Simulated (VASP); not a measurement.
# Cd (P6_3/mmc) in VASP: further runs, part 2 of 2

VASP 6.6.1.

**4. Relaxation of cell and atoms, PBE**

INCAR reads:

```
SYSTEM = Cd
  ALGO = Normal
  EDIFF = 1E-7
  EDIFFG = -0.005
  ENCUT = 600
  GGA = PE
  IBRION = 2
  ISIF = 3
  ISMEAR = 0
  LASPH = .True.
  LCHARG = .False.
  LREAL = .False.
  LWAVE = .False.
  NELM = 60
  NSW = 90
  PREC = Accurate
  SIGMA = 0.1
```

KPOINTS reads:

```
k-points
0
Gamma
  18 18 8
  0 0 0
```

POSCAR reads:

```
Cd
1.0
    2.9584748200      0.0000000000      0.0000000000
   -1.4792374100      2.5621143500      0.0000000000
    0.0000000000      0.0000000000      5.8859279300
Cd
2
Direct
    0.3333333300      0.6666666700      0.2500000000
    0.6666666700      0.3333333300      0.7500000000
```

Potentials or basis: VASP PAW PBE potentials, release 64 (Cd).

On the command line:

```sh
$ cat potpaw_PBE.64/Cd/POTCAR > POTCAR
$ mpirun -np 1 vasp_std > vasp.out
```

OUTCAR:

```text
SYSTEM = Cd
   EDIFF = 1E-7
   EDIFFG = -0.005
   ENCUT = 600
   GGA = PE
   IBRION = 2
   ISIF = 3
   ISMEAR = 0
   LASPH = .True.
   LREAL = .False.
   NELM = 60
   NSW = 90
   PREC = Accurate

 ion  position               nearest neighbor table
   1  0.333  0.667  0.250-   2 3.40   2 3.40   2 3.40   2 3.40   2 3.40   2 3.40
   2  0.667  0.333  0.750-   1 3.40   1 3.40   1 3.40   1 3.40   1 3.40   1 3.40

  LATTYP: Found a hexagonal cell.
 ALAT       =     2.9584748200
 C/A-ratio  =     1.9895142897

  Lattice vectors:

 A1 = (   2.9584748200,   0.0000000000,   0.0000000000)
 A2 = (  -1.4792374100,   2.5621143500,   0.0000000000)
 A3 = (   0.0000000000,   0.0000000000,   5.8859279300)

Analysis of symmetry for initial positions (statically):
=====================================================================
 Subroutine PRICEL returns:
 Original cell was already a primitive cell.

 Routine SETGRP: Setting up the symmetry group for a
 hexagonal supercell.

 Subroutine GETGRP returns: Found 24 space group operations
 (whereof 12 operations were pure point group operations)
 out of a pool of 24 trial point group operations.

The static configuration has the point symmetry D_3d.
 The point group associated with its full space group is D_6h.

Analysis of symmetry for dynamics (positions and initial velocities):
=====================================================================
 Subroutine PRICEL returns:
 Original cell was already a primitive cell.

 Routine SETGRP: Setting up the symmetry group for a
 hexagonal supercell.

 Subroutine GETGRP returns: Found 24 space group operations
 (whereof 12 operations were pure point group operations)
 out of a pool of 24 trial point group operations.

The dynamic configuration has the point symmetry D_3d.
 The point group associated with its full space group is D_6h.

[... 139 lines left out ...]

 number of electron      24.0000002 magnetization

 Free energy of the ion-electron system (eV)
  ---------------------------------------------------
  ext. energy  EPLUGINS =         0.00000000
  ---------------------------------------------------
  free energy    TOTEN  =        -1.47881784 eV

  energy without entropy =       -1.47712275  energy(sigma->0) =       -1.47797029

------------------------ aborting loop because EDIFF is reached ----------------------------------------

  FORCE on cell =-STRESS in cart. coord.  units (eV):
  Direction    XX          YY          ZZ          XY          YZ          ZX
  --------------------------------------------------------------------------------------
  -------------------------------------------------------------------------------------
  Total        0.8382588      0.8382588      0.0950340      0.0000000      0.0000000      0.0000000
  in kB       30.1028346     30.1028345      3.4127814      0.0000000      0.0000000      0.0000000
  external PRESSURE =      21.2061502 kB  Pullay stress =       0.0000000 kB
[... 89 lines left out ...]
  FREE ENERGIE OF THE ION-ELECTRON SYSTEM (eV)
  ---------------------------------------------------
  free  energy   TOTEN  =        -1.4932474684 eV

  energy  without entropy=       -1.4908424040  energy(sigma->0) =       -1.49204494

[... ionic steps 4 to 7 ...]

--------------------------------------- Ionic step        8  -------------------------------------------

 number of electron      23.9999992 magnetization

------------------------ aborting loop because EDIFF is reached ----------------------------------------
[... 67 lines left out ...]
--------------------------------------- Ionic step       10  -------------------------------------------

 number of electron      23.9999993 magnetization

 Free energy of the ion-electron system (eV)
  ---------------------------------------------------
  ext. energy  EPLUGINS =         0.00000000
  ---------------------------------------------------
  free energy    TOTEN  =        -1.49411037 eV

  energy without entropy =       -1.49103361  energy(sigma->0) =       -1.49257199

 E-fermi :   2.5900     XC(G=0): -10.6950

 val. band max:        2.5731116611   @ k =   0.3889   0.0556   0.0000
 cond. band min:       2.6083413465   @ k =   0.2222   0.0556   0.1250
 fundamental gap:      0.0352296853
 Fermi energy:         2.5899639718

 k-point     1 :       0.0000    0.0000    0.0000
  band No.  band energies     occupation
      1      -7.1344      2.00000
      2      -6.9316      2.00000
      3      -6.5908      2.00000
      4      -6.5908      2.00000
      5      -6.5512      2.00000
      6      -6.5512      2.00000
[... 433 lines left out ...]
      3      -6.8888      2.00000
      4      -6.5245      2.00000
      5      -6.3719      2.00000
      6      -6.2775      2.00000
[... 8 lines left out ...]
     15       6.5505      0.00000
     16       8.4135      0.00000

 [... further k-points ...]
[... 5 lines left out ...]
  --------------------------------------------------------------------------------------
  -------------------------------------------------------------------------------------
  Total       -0.0007853     -0.0007853     -0.0067669      0.0000000      0.0000000      0.0000000
  in kB       -0.0273495     -0.0273495     -0.2356660      0.0000000      0.0000000      0.0000000
  external PRESSURE =      -0.0967884 kB  Pullay stress =       0.0000000 kB
[... 17 lines left out ...]
  FREE ENERGIE OF THE ION-ELECTRON SYSTEM (eV)
  ---------------------------------------------------
  free  energy   TOTEN  =        -1.4941103704 eV

  energy  without entropy=       -1.4910336067  energy(sigma->0) =       -1.49257199

 reached required accuracy - stopping structural energy minimisation
```

CONTCAR:

```text
Cd
   1.00000000000000
     3.0224760756816820    0.0000000000000000   -0.0000000000000000
    -1.5112380378408410    2.6175410632568381    0.0000000000000000
    -0.0000000000000000    0.0000000000000000    5.8149818884123157
  Cd
     2
Direct
     0.3333333300000021    0.6666666699999979    0.2500000000000000
     0.6666666699999979    0.3333333300000021    0.7500000000000000

  0.00000000E+00  0.00000000E+00  0.00000000E+00
  0.00000000E+00  0.00000000E+00  0.00000000E+00
```

It took 3.8 min on 1 thread of Intel Xeon 6975P-C (Granite Rapids), shared host; peak memory 0.28 GiB.

What came out:

| Property | Result |
| --- | --- |
| Free energy | -1.4941 eV |
| Relaxed volume | 23.00 Å³/atom |
| Relaxed cell | a = 3.022 Å, b = 3.022 Å, c = 5.815 Å, α = 90.00°, β = 90.00°, γ = 120.00° |
| Space group after relaxing (to 0.05 Å) | P6_3/mmc (No. 194) |
| Energy gained by relaxing | 7.6 meV/atom |
| Ionic steps | 10 |
| Pressure after relaxing | 0.0 GPa |
| Band gap on the k mesh | none (metal or under the smearing width) |

Step by step:
```csv
step,energy change (eV),largest force (eV/Å),pressure (GPa),volume (Å³)
1,0.0000,0.0000,2.12,44.62
2,-0.0143,0.0000,-0.35,46.54
3,-0.0144,0.0000,-0.13,46.34
4,-0.0148,0.0000,-0.05,46.24
5,-0.0150,0.0000,-0.01,46.15
6,-0.0152,0.0000,0.06,45.99
7,-0.0150,0.0000,0.28,45.66
8,-0.0152,0.0000,0.12,45.89
9,-0.0153,0.0000,-0.03,46.02
10,-0.0153,0.0000,-0.01,46.00
```

Final structure:
```yaml
crystal:
  lattice:
    - [3.02248, 0.00000, 0.00000]
    - [-1.51124, 2.61754, 0.00000]
    - [0.00000, 0.00000, 5.81498]
  atoms:
    - { symbol: Cd, position: [0.33333, 0.66667, 0.25000] }
    - { symbol: Cd, position: [0.66667, 0.33333, 0.75000] }
```

Levels at points of the mesh, in eV from the Fermi level:
| k point | band 9 | band 10 | band 11 | band 12 | band 13 | band 14 | band 15 | band 16 |
| --- | --- | --- | --- | --- | --- | --- | --- | --- |
| (0.00, 0.00, 0.00) | -8.49 | -8.49 | -8.49 | -3.32 | -2.87 | 9.63 | 13.74 | 14.30 |
| (0.50, 0.00, 0.00) | -8.24 | -8.22 | -2.17 | -1.79 | 1.71 | 2.71 | 2.93 | 5.00 |
| (0.00, 0.00, 0.50) | -8.58 | -8.58 | -7.11 | -7.11 | 3.19 | 3.19 | 14.61 | 14.61 |
| (0.50, 0.00, 0.50) | -8.23 | -8.23 | -1.40 | -1.40 | -0.06 | -0.06 | 7.54 | 7.54 |

**5. The runs side by side**

| level | potentials or basis | gap on the mesh (eV) | pressure (GPa) | relaxed volume (Å³/atom) |
| --- | --- | --- | --- | --- |
| PBEsol | VASP PAW PBE potentials, release 64 (Cd) | none | 0.0 | 21.13 |
| LDA | VASP PAW LDA potentials, release 64 (Cd) | none | 0.0 | 20.25 |
| PBE | VASP PAW PBE potentials, release 64 (Cd) | none | 0.0 | 23.00 |

Alike in all rows: task relaxation of cell and atoms; no spin polarisation; cell relaxed; k mesh 18 × 18 × 8; cutoff (eV) 600; smearing gaussian 0.1 eV.

Caveats: the PAW data sets were made with another functional, which shifts forces and pressure a little (some runs).

Absolute energies hang on the potentials; compare differences alone.
